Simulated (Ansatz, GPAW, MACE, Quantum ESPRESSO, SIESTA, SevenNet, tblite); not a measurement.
# Rock-salt ZrC, displaced supercell (64 atoms) in Quantum ESPRESSO

How do the settings of Quantum ESPRESSO change the result for rock-salt ZrC, displaced supercell (64 atoms)? A plane-wave run serves as the yardstick.

Main program and level: Quantum ESPRESSO 7.5; the method is named at each step.

## (1) The starting structure

The cell holds 64 atoms: 32 Zr and 32 C. Cell: a = 9.396 Å, b = 9.396 Å, c = 9.396 Å, α = 90.0°, β = 90.0°, γ = 90.0°. It derives from ZrC (rock-salt), repeated 2×2×2. Rock-salt ZrC (a = 4.698 Å), 2 x 2 x 2 conventional cells; every coordinate displaced by a Gaussian of 0.02 Å. Then every atom was moved at random, 0.02 Å r.m.s. a Cartesian component.

The yardstick, on the same geometry:

| Property | Result |
| --- | --- |
| method | Kohn-Sham DFT, PBE, PAW, plane waves (Ansatz 0.2.0); cutoff 420 eV, Γ point, fermi-dirac smearing of 0.05 eV; PAW set soft_2 |
| r.m.s. force component | 0.3653 eV/Å |
| longest force | 1.712 eV/Å |
| pressure | -0.3796 GPa |
| spacing of highest filled and lowest empty level | 0.2611 eV |
| SCF cycles | 9 |
| time | 10 s on 4 threads of Arm Neoverse V2, shared host |
| CPU time | 37 s |

## (2) PBE, sssp-1.3.0-efficiency, 45/360 Ry

Method: Kohn-Sham DFT, PBE, SSSP efficiency 1.3.0 pseudopotentials, plane waves.

pw.in reads:

```
&control
  calculation = 'scf'
  pseudo_dir = './pseudo'
  outdir = './tmp'
  disk_io = 'none'
  tprnfor = .true.
  tstress = .true.
/
&system
  ibrav = 0
  nat = 64
  ntyp = 2
  ecutwfc = 45
  ecutrho = 360
  nosym = .true.
  occupations = 'smearing'
  smearing = 'fd'
  degauss = 0.003675
/
&electrons
  conv_thr = 3.2e-07
  electron_maxstep = 100
  mixing_beta = 0.2
  mixing_mode = 'local-TF'
  diagonalization = 'david'
/
ATOMIC_SPECIES
Zr 91.224 Zr.upf
C 12.011 C.upf
CELL_PARAMETERS angstrom
9.39600 0.00000 0.00000
0.00000 9.39600 0.00000
0.00000 0.00000 9.39600
ATOMIC_POSITIONS crystal
Zr 0.99820 0.99985 0.00384
C 0.24892 0.00241 0.00311
Zr 0.99911 0.25047 0.25017
C 0.24719 0.25458 0.25352
Zr 0.25373 0.99699 0.24892
C 0.99566 0.00217 0.24917
Zr 0.24813 0.25811 0.99768
C 0.99498 0.24470 0.00122
Zr 0.00027 0.00379 0.50141
C 0.25129 0.00228 0.49956
Zr 0.00424 0.25087 0.75236
C 0.25296 0.25111 0.74720
Zr 0.24847 0.99712 0.74747
C 0.99710 0.00052 0.75117
Zr 0.25016 0.24357 0.50230
C 0.99983 0.25221 0.49821
Zr 0.99860 0.50055 0.00161
C 0.25021 0.49861 0.00248
Zr 0.99644 0.74693 0.24708
C 0.24906 0.74977 0.25107
Zr 0.24902 0.49579 0.24723
C 0.00331 0.50324 0.24850
Zr 0.24997 0.74873 0.00138
C 0.00503 0.74983 0.00013
Zr 0.00245 0.49331 0.50077
C 0.25099 0.49711 0.50159
Zr 0.00305 0.75038 0.74730
C 0.25172 0.75311 0.75071
Zr 0.24837 0.50134 0.75459
C 0.99854 0.50227 0.75048
Zr 0.24769 0.74578 0.50073
C 0.99540 0.75220 0.49896
Zr 0.49972 0.00513 0.99818
C 0.74656 0.00054 0.99689
Zr 0.49857 0.24880 0.25553
C 0.74830 0.25067 0.24768
Zr 0.75006 0.99764 0.25377
C 0.50002 0.99842 0.24976
Zr 0.75065 0.24853 0.99953
C 0.50031 0.25112 0.00005
Zr 0.49887 0.00003 0.50326
C 0.74902 0.99979 0.49855
Zr 0.50364 0.25131 0.74909
C 0.75354 0.24954 0.74717
Zr 0.74681 0.99651 0.74951
C 0.50018 0.00052 0.74945
Zr 0.74631 0.25173 0.49839
C 0.50455 0.24825 0.49732
Zr 0.49904 0.49326 0.00108
C 0.75117 0.49514 0.99780
Zr 0.50083 0.74877 0.25115
C 0.74676 0.74423 0.25003
Zr 0.74899 0.49472 0.24653
C 0.50004 0.50156 0.25013
Zr 0.75240 0.75209 0.00267
C 0.50090 0.75082 0.99699
[... 4 atom lines left out ...]
Zr 0.75448 0.49967 0.74970
C 0.50052 0.50203 0.75396
Zr 0.75087 0.75155 0.49708
C 0.49813 0.75014 0.49759
K_POINTS gamma
```

Run with:

```bash
> OMP_NUM_THREADS=1 mpirun -np 2 pw.x -in pw.in > output.txt
```

Log:

```text
Program PWSCF
     gamma-point specific algorithms are used
     Parallelization info
     sticks:   dense  smooth     PW     G-vecs:    dense   smooth      PW
     Min        4516    2249    558               322964   114143   14210
     Max        4517    2252    559               322967   114152   14215
     Sum        9033    4501   1117               645931   228295   28425
     bravais-lattice index     =            0
     lattice parameter (alat)  =      17.7559  a.u.
     unit-cell volume          =    5597.9063 (a.u.)^3
     number of atoms/cell      =           64
     number of atomic types    =            2
     number of electrons       =       512.00
     number of Kohn-Sham states=          307
     kinetic-energy cutoff     =      45.0000  Ry
     charge density cutoff     =     360.0000  Ry
     scf convergence threshold =      3.2E-07
     mixing beta               =       0.2000
     number of iterations used =            8  local-TF  mixing
     Exchange-correlation= SLA  PW   PBX  PBC
                           (   1   4   3   4   0   0   0)
     crystal axes: (cart. coord. in units of alat)
               a(1) = (   1.000000   0.000000   0.000000 )
               a(2) = (   0.000000   1.000000   0.000000 )
               a(3) = (   0.000000   0.000000   1.000000 )
     reciprocal axes: (cart. coord. in units 2 pi/alat)
               b(1) = (  1.000000  0.000000  0.000000 )
               b(2) = (  0.000000  1.000000  0.000000 )
               b(3) = (  0.000000  0.000000  1.000000 )
     PseudoPot. # 1 for Zr:
     Pseudo is Ultrasoft + core correction, Zval = 12.0
     PseudoPot. # 2 for C :
     Pseudo is Projector augmented-wave + core cor, Zval =  4.0
     atomic species   valence    mass     pseudopotential
     Zr               12.00    91.22400     Zr( 1.00)
     C                 4.00    12.01100     C ( 1.00)
     No symmetry found
   Cartesian axes
     number of k points=     1  Fermi-Dirac smearing, width (Ry)=  0.0037
                       cart. coord. in units 2pi/alat
        k(    1) = (   0.0000000   0.0000000   0.0000000), wk =   2.0000000
     Dense  grid:   322966 G-vectors     FFT dimensions: ( 108, 108, 108)
     Smooth grid:   114148 G-vectors     FFT dimensions: (  75,  75,  75)
     Check: negative core charge=   -0.000006
     Initial potential from superposition of free atoms
     starting charge     511.9299, renormalised to     512.0000
     negative rho (up, down):  1.928E+00 0.000E+00
     Starting wfcs are  544 randomized atomic wfcs
     Self-consistent Calculation
     iteration #  1     ecut=    45.00 Ry     beta= 0.20
     negative rho (up, down):  1.927E+00 0.000E+00
     total energy              =   -3768.10009901 Ry
     estimated scf accuracy    <      18.92626884 Ry
     iteration #  2     ecut=    45.00 Ry     beta= 0.20
     negative rho (up, down):  1.942E+00 0.000E+00
     total energy              =   -3763.64934212 Ry
     estimated scf accuracy    <      10.69694002 Ry
     iteration #  3     ecut=    45.00 Ry     beta= 0.20
     negative rho (up, down):  1.956E+00 0.000E+00
     total energy              =   -3766.27894561 Ry
     estimated scf accuracy    <       1.20098835 Ry
     iteration #  4     ecut=    45.00 Ry     beta= 0.20
     negative rho (up, down):  1.981E+00 0.000E+00
     total energy              =   -3766.63921417 Ry
     estimated scf accuracy    <       0.22351465 Ry
     iteration #  5     ecut=    45.00 Ry     beta= 0.20
     negative rho (up, down):  1.992E+00 0.000E+00
     total energy              =   -3766.21352525 Ry
     estimated scf accuracy    <       1.74398883 Ry
     iteration #  6     ecut=    45.00 Ry     beta= 0.20
[...]
total energy              =   -3766.50512231 Ry
     estimated scf accuracy    <       0.02023341 Ry
[...]
total energy              =   -3766.50511235 Ry
[...]
iteration # 14     ecut=    45.00 Ry     beta= 0.20
[...]
total energy              =   -3766.50511296 Ry
     estimated scf accuracy    <       0.00000518 Ry
     iteration # 15     ecut=    45.00 Ry     beta= 0.20
[...]
total energy              =   -3766.50511400 Ry
     estimated scf accuracy    <       0.00000060 Ry
     iteration # 16     ecut=    45.00 Ry     beta= 0.20
     negative rho (up, down):  2.019E+00 0.000E+00
     End of self-consistent calculation
          k = 0.0000 0.0000 0.0000 ( 14213 PWs)   bands (ev):
   -33.0218 -32.9715 -32.9683 -32.9632 -32.9567 -32.9497 -32.9467 -32.9409
   -32.9320 -32.9313 -32.9280 -32.9187 -32.9185 -32.9167 -32.9121 -32.9094
   -32.9041 -32.9029 -32.9014 -32.8987 -32.8966 -32.8913 -32.8855 -32.8802
   -32.8776 -32.8738 -32.8716 -32.8671 -32.8605 -32.8541 -32.8475 -32.8404
   -11.6011 -11.5981 -11.5974 -11.5955 -11.4744 -11.4717 -11.4713 -11.3719
   -11.3676 -11.3639 -11.3582 -11.3550 -11.3528 -11.3501 -11.3458 -11.3384
[...]
18.2080  18.2243  18.2258  18.2482  18.2532  18.2620  18.2819  18.2857
    18.2931  18.3268  18.3573  18.3632  18.3914  18.4025  18.5852  18.6089
    18.6158  18.6310  18.6319  18.6525  19.0691  19.0803  19.1066  19.1344
    19.1382  19.1630  19.1833
     the Fermi energy is    14.7501 ev
!    total energy              =   -3766.50511411 Ry
     estimated scf accuracy    <       0.00000002 Ry
     smearing contrib. (-TS)   =      -0.01728520 Ry
     internal energy E=F+TS    =   -3766.48782891 Ry
     The total energy is F=E-TS. E is the sum of the following terms:
     one-electron contribution =    -229.95917277 Ry
     hartree contribution      =     398.61881907 Ry
     xc contribution           =    -717.55401668 Ry
     ewald contribution        =   -3020.03012490 Ry
     one-center paw contrib.   =    -197.56333363 Ry
     convergence has been achieved in  16 iterations
     negative rho (up, down):  2.019E+00 0.000E+00
     Forces acting on atoms (cartesian axes, Ry/au):
     atom    1 type  1   force =     0.01074273    0.01114928   -0.01709218
     atom    2 type  2   force =     0.00498697   -0.00378482   -0.01116984
     atom    3 type  1   force =    -0.00221532   -0.01100950    0.00376367
     atom    4 type  2   force =     0.01119262   -0.01344500   -0.01721883
     atom    5 type  1   force =    -0.02752893    0.00157335    0.00588646
     atom    6 type  2   force =     0.01782380   -0.00234724    0.00075069
[...]
atom   62 type  2   force =     0.00138982   -0.01356817   -0.01119823
     atom   63 type  1   force =    -0.00366105   -0.02273652    0.01644327
     atom   64 type  2   force =     0.00230501    0.00565915    0.00630492
     Total force =     0.196512     Total SCF correction =     0.000196
     Computing stress (Cartesian axis) and pressure
     negative rho (up, down):  2.019E+00 0.000E+00
          total   stress  (Ry/bohr**3)                   (kbar)     P=       -4.72
  -0.00003790   0.00000317   0.00000041           -5.58        0.47        0.06
   0.00000317  -0.00002242   0.00000357            0.47       -3.30        0.53
   0.00000041   0.00000357  -0.00003592            0.06        0.53       -5.28
     Message from routine punch:
     Nothing written, as per user request (disk_io='none')
```

Elapsed: 3.1 min, on 2 MPI ranks of Arm Neoverse V2, shared host; peak memory 1.8 GiB; 6.3 min of CPU time.

Banners, paths, timers and routine set-up lines are dropped from the logs unmarked, and long logs keep their key lines alone; longer cuts are marked.

Against the reference:

* r.m.s. force component: 0.3646 eV/Å
* r.m.s. difference of force components: 1.64 meV/Å
* longest difference of force vectors: 5.71 meV/Å
* force difference over r.m.s. force: 0.449 %
* slope of forces against the reference's: 0.9981
* correlation of force components: 1
* pressure: -0.472 GPa
* pressure difference: -0.0924 GPa

Length of the force difference by element (eV/Å):

```tsv
element	atoms	mean	most
C	32	0.0026	0.0057
Zr	32	0.0028	0.0051
```

A closer look about Zr7, which bears the longest force: 9 atoms, nearest first, numbered in the order of the input, with positions taken from that point.

```tsv
atom	x	y	z	distance (Å)	bonds	Fx	Fy	Fz (eV/Å)
Zr7	0.00	0.00	0.00	0.00	6	-0.03	-1.66	0.41
C18	0.02	2.26	0.05	2.26	6	-0.04	0.30	0.06
C12	0.05	-0.07	-2.35	2.35	6	-0.02	0.14	0.30
C40	2.37	-0.07	0.02	2.37	6	-0.03	-0.38	-0.17
C8	-2.38	-0.13	0.03	2.38	6	0.63	0.45	-0.11
C2	0.01	-2.40	0.05	2.40	6	0.13	-0.10	-0.29
C4	-0.01	-0.03	2.40	2.40	6	0.29	-0.35	-0.44
Zr29	0.00	2.29	-2.28	3.23	6	0.35	-0.22	-1.03
Zr49	2.36	2.21	0.03	3.23	6	0.38	1.24	-0.26
```

Forces lie 0.45 % from the reference's, at 10 times its CPU time (on 2 against 4 cores).

## (3) PBE, dojo-0.4.1-standard, 60/240 Ry

Method: Kohn-Sham DFT, PBE, PseudoDojo 0.4.1 standard norm-conserving pseudopotentials, plane waves.

The pseudopotential files are exchanged too: ./pseudo now holds the set dojo-sr-pbe-0.4.1-standard.

Changes to pw.in since step 2:

```diff
@@ -12,4 +12,4 @@
   ntyp = 2
-  ecutwfc = 45
-  ecutrho = 360
+  ecutwfc = 60
+  ecutrho = 240
   nosym = .true.
```

Run with:

```bash
> OMP_NUM_THREADS=1 mpirun -np 4 pw.x -in pw.in > output.txt
```

Log:

```text
[banner, memory and clock lines left out]
Program PWSCF
     gamma-point specific algorithms are used
     one sub-group per band group will be used
     bravais-lattice index     =            0
     lattice parameter (alat)  =      17.7559  a.u.
     unit-cell volume          =    5597.9063 (a.u.)^3
     number of atoms/cell      =           64
     number of atomic types    =            2
     number of electrons       =       512.00
[... lines left out ...]
     scf convergence threshold =      3.2E-07
[... lines left out ...]
     number of k points=     1  Fermi-Dirac smearing, width (Ry)=  0.0037
[... lines left out ...]
     total energy              =   -3630.07941241 Ry
[... lines left out ...]
     total energy              =   -3625.14469161 Ry
[... lines left out ...]
     total energy              =   -3628.17680710 Ry
[... lines left out ...]
     total energy              =   -3628.56413767 Ry
[... lines left out ...]
     total energy              =   -3628.56413841 Ry
[... lines left out ...]
          k = 0.0000 0.0000 0.0000 ( 21910 PWs)   bands (ev):
   -33.0497 -32.9994 -32.9961 -32.9909 -32.9846 -32.9775 -32.9745 -32.9686
   -32.9598 -32.9591 -32.9558 -32.9466 -32.9463 -32.9445 -32.9399 -32.9373
   -32.9319 -32.9307 -32.9292 -32.9266 -32.9246 -32.9193 -32.9135 -32.9080
[...]
18.2694  18.3024  18.3331  18.3396  18.3684  18.3791  18.5616  18.5855
    18.5923  18.6074  18.6084  18.6290  19.0504  19.0613  19.0879  19.1158
    19.1192  19.1437  19.1646
     the Fermi energy is    14.7262 ev
!    total energy              =   -3628.56413845 Ry
     estimated scf accuracy    <       0.00000009 Ry
     smearing contrib. (-TS)   =      -0.01702372 Ry
     internal energy E=F+TS    =   -3628.54711473 Ry
     The total energy is F=E-TS. E is the sum of the following terms:
     one-electron contribution =    -231.19837719 Ry
     hartree contribution      =     401.25017556 Ry
     xc contribution           =    -778.56878821 Ry
     ewald contribution        =   -3020.03012489 Ry
     convergence has been achieved in  16 iterations
     Forces acting on atoms (cartesian axes, Ry/au):
     atom    1 type  1   force =     0.01075059    0.01107001   -0.01722743
     atom    2 type  2   force =     0.00501813   -0.00379851   -0.01133981
     atom    3 type  1   force =    -0.00224028   -0.01088321    0.00372007
[...]
atom   63 type  1   force =    -0.00375862   -0.02283338    0.01651379
     atom   64 type  2   force =     0.00236284    0.00557617    0.00638478
     Total force =     0.197451     Total SCF correction =     0.000604
     Computing stress (Cartesian axis) and pressure
          total   stress  (Ry/bohr**3)                   (kbar)     P=      -19.56
  -0.00013875   0.00000311   0.00000043          -20.41        0.46        0.06
   0.00000311  -0.00012320   0.00000352            0.46      -18.12        0.52
   0.00000043   0.00000352  -0.00013690            0.06        0.52      -20.14
     Message from routine punch:
     Nothing written, as per user request (disk_io='none')
```

Elapsed: 90 s, on 4 MPI ranks; peak memory 1.2 GiB; 6 min of CPU time.

Against the reference:

```
r.m.s. force component                  : 0.3664 eV/Å
r.m.s. difference of force components   : 1.503 meV/Å
longest difference of force vectors     : 5.124 meV/Å
force difference over r.m.s. force      : 0.4115 %
slope of forces against the reference's : 1.003
correlation of force components         : 1
pressure                                : -1.956 GPa
pressure difference                     : -1.576 GPa
```

This is a coarse setting, run to see what it loses.

Against the first run (0.45 %), the force difference from the reference is 0.41 %, at 0.95 times the CPU time (on 4 against 2 cores).

## (4) All runs compared

Differences are against the plane-wave reference, forces as r.m.s. over components; share is that over the reference's r.m.s. force, slope the least-squares factor from reference forces to these. Total energies of different programs have different zeros and aren't compared.

```tsv
run	Δ force, r.m.s. (meV/Å)	share (%)	slope	Δ pressure (GPa)	cores	CPU time	memory (GiB)
reference	-	-	-	-	4	37 s	1.0
QE PBE, sssp-1.3.0-efficiency, 45/360 Ry	1.64	0.449	0.998	-0.0924	2	6.3 min	1.8
QE PBE, dojo-0.4.1-standard, 60/240 Ry (coarse)	1.50	0.411	1.003	-1.58	4	6 min	1.2
```

Rows marked coarse were listed beforehand as settings not expected to be converged; some can still land near the reference.

CPU time is summed over cores on a shared host, where runs went side by side, so it is rough. Symmetry, cutoffs, thresholds, outputs and thread counts weren't matched or tuned between programs; memory under MPI is the largest rank's times the ranks.

## (5) Outcome

| Quantity | Value |
| --- | --- |
| nearest in forces | QE PBE, dojo-0.4.1-standard, 60/240 Ry (coarse), 0.41 % |
| its CPU time | 6 min |

PBE on plane waves or a grid with other potentials, cutoffs or grids, coarse settings apart, differs from the reference by 0.45 % (QE PBE, sssp-1.3.0-efficiency, 45/360 Ry) of the r.m.s. force; this holds the reference's own error, so differences of a few per cent don't tell which side is nearer the exact PBE result (QE's 45 Ry are 612 eV, against the reference's 420 eV). Runs with settings chosen to be coarse differ by 0.41 % (QE PBE, dojo-0.4.1-standard, 60/240 Ry), their programs' other errors included. None of the electronic-structure runs in the table takes under half the reference's CPU time of 37 s; they take 9.6 to 10 times as much. In pressure, QE PBE, dojo-0.4.1-standard, 60/240 Ry misses by -1.6 GPa, at the same functional; a cutoff this low leaves a large Pulay stress. The electronic-structure runs sample only Γ, in a cell whose shortest periodic width is 9 Å.

[Also dropped from logs without a mark: logging warnings of Python, and SIESTA's first energy breakdown and zero terms.]

[Logs are printed without paths, hosts, clocks, repeated set-up lines and the standing remarks that a program may print on its own settings, such as how far it seeks lower states.]

[Hosts, paths, dates, database ids (printed as entryN), source tags and the programs' standing remarks are cut or masked in the printed files.]
